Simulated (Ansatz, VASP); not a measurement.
MgS in VASP and in Ansatz

File POSCAR:

```
MgS
1.0
    4.0346224068      0.0000000000      0.0000000000
   -2.0173112034      3.4940854990      0.0000000000
    0.0000000000      0.0000000000      6.4322941800
S Mg
2 2
Direct
    0.6666666667      0.3333333333      0.8792441500
    0.3333333333      0.6666666667      0.3792441500
    0.3333333333      0.6666666667      0.9957548500
    0.6666666667      0.3333333333      0.4957548500
```

The input INCAR.step1:

```
ALGO = Normal
EDIFF = 1E-5
ENCUT = 520
GGA = PE
ISIF = 2
ISMEAR = -1
LASPH = True
LCHARG = False
LREAL = False
LWAVE = True
NELM = 80
PREC = Accurate
SIGMA = 0.05
```

INCAR.step2

```
AEXX = 0.25
ALGO = Normal
EDIFF = 1E-7
ENCUT = 520
GGA = PE
HFSCREEN = 0.4
ISIF = 2
ISMEAR = -1
ISTART = 1
LASPH = True
LCHARG = False
LHFCALC = True
LREAL = False
LWAVE = False
NELM = 80
PREC = Accurate
PRECFOCK = Fast
SIGMA = 0.05
```

File KPOINTS:

```
k-points
0
Gamma
  4 4 2
```

Contents of input.yaml:

```yaml
crystal:
  lattice:
    - [4.0346224068, 0.0, 0.0]
    - [-2.0173112034, 3.494085499, 0.0]
    - [0.0, 0.0, 6.43229418]
  atoms:
    - { symbol: S, position: [0.6666666667, 0.3333333333, 0.87924415] }
    - { symbol: S, position: [0.3333333333, 0.6666666667, 0.37924415] }
    - { symbol: Mg, position: [0.3333333333, 0.6666666667, 0.99575485] }
    - { symbol: Mg, position: [0.6666666667, 0.3333333333, 0.49575485] }
hamiltonian:
  xc: { exchange: pbe, correlation: pbe, exx: { coeff: 0.25, omega: 0.4 } }
  pseudopotentials: { kind: paw }
kpoints:
  mp_grid: { grid: [4, 4, 2] }
scf:
  occupations: { method: fermi_dirac, width: 0.05 }
output:
  forces: true
  stress: true
  eigenvalues: true
  write_density: true
  write_potential: true
  elf: true
  volumetric_format: npy
```

The cell comes from a database or a generator and needn't be the stable form of this composition.

Alike in both runs: task single point; functional HSE(alpha, omega); k mesh 4 × 4 × 2; occupations fermi-dirac, width 0.05 eV; no spin polarisation.

```csv
,VASP,Ansatz
version,VASP 6.6.1,Ansatz 0.2.0
potentials or method,"VASP PAW PBE potentials, release 64 (S, Mg)",Ansatz PAW
plane-wave cutoff (eV),520,420
valence electrons in the cell,16,32
```

|  | VASP | Ansatz | Ansatz less VASP |
| --- | --- | --- | --- |
| gap on the k mesh at the Fermi level (eV) | 4.10 | 4.12 | +0.016 |
| least direct gap on the mesh (eV) | 4.10 | 4.12 | +0.016 |
| pressure (GPa) | 0.1 | 0.2 | +0.15 |
| largest component of the traceless stress (GPa) | 0.22 | 0.23 | +0.015 |
| rms of the force components (eV/Å) | 0.029 | 0.029 | -0.0007 |

Atom by atom the forces differ by 0.001 eV/Å (rms over components). The two sets of potentials don't hold the same shells in valence.

Caveats: the k mesh is coarse (spacing up to 0.49 Å⁻¹), so the values aren't converged, least of all with exact exchange; the PAW data sets were made with another functional, which shifts forces and pressure a little (VASP); the PAW data sets come from PBE, with cores solved anew for the run's functional, which leaves a small shift of forces and pressure (Ansatz); the thresholds are loose for stress (Ansatz).
